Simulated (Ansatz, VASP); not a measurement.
One calculation of Sb, two programs

Contents of INCAR:

```
PREC     = Accurate       # precision mode
ENCUT    = 520            # plane-wave cutoff, eV
EDIFF    = 1E-8           # SCF threshold, eV
ISMEAR   = -1             # smearing method
SIGMA    = 0.05           # smearing width, eV
LREAL    = F              # projectors in reciprocal space
LASPH    = T              # aspherical terms in the spheres
NELM     = 60             # most SCF steps
ALGO     = Normal         # electronic algorithm
ISIF     = 2              # what is computed and relaxed
LWAVE    = F              # write WAVECAR
LCHARG   = F              # write CHGCAR
GGA      = PS             # functional
LEFG     = T            
NBANDS   = 8              # bands
```

The input KPOINTS:

```
Automatic mesh
0
Gamma
  13 13 13
```

File POSCAR:

```
Sb
1.0
    3.2219765188      0.0000000000      0.0000000000
    0.0000000000      3.2219765188      0.0000000000
    0.0000000000      0.0000000000      3.2219765188
Sb
1
Direct
    0.0000000000      0.0000000000      0.0000000000
```

Input for Ansatz:

```yaml
crystal:
  lattice:
    - [3.2219765188, 0.0, 0.0]
    - [0.0, 3.2219765188, 0.0]
    - [0.0, 0.0, 3.2219765188]
  atoms:
    - { symbol: Sb, position: [0.0, 0.0, 0.0] }
kpoints:
  mp_grid: { grid: [13, 13, 13] }
scf:
  occupations: { method: fermi_dirac, width: 0.05 }
hamiltonian:
  xc: pbesol
  pseudopotentials: { kind: all_electron, datasets: crystal }
output:
  forces: true
  stress: true
  eigenvalues: true
  efg: { contact_densities: true }
```

Change from the starting cell: volume scaled by 1.06, crystal datasets.

Alike in both runs: task electric field gradients; functional PBEsol; k mesh 13 × 13 × 13; occupations fermi-dirac, width 0.05 eV; no spin polarisation.

|  | VASP | Ansatz |
| --- | --- | --- |
| version | VASP 6.6.1 | Ansatz 0.2.0 |
| potentials or method | VASP PAW PBE potentials, release 64 (Sb) | all-electron PAW with datasets made for the crystal, scalar-relativistic |
| plane-wave cutoff (eV) | 520 | see its input |

|  | VASP | Ansatz | Ansatz less VASP |
| --- | --- | --- | --- |
| pressure (GPa) | -6.9 | -6.9 | 0.00 |
| Vzz of the field gradient on the site that differs most (V/Å²) | 0.0 | 0.0 | 0.00 |

Ansatz ran all-electron here, so the differences hold the error of VASP's frozen core and of both bases. Ansatz warned: «gradients_without_spin_orbit».

Caveats: the PAW data sets were made with another functional, which shifts forces and pressure a little (VASP). The runs have no spin-orbit coupling, so splittings on Sb are missing.
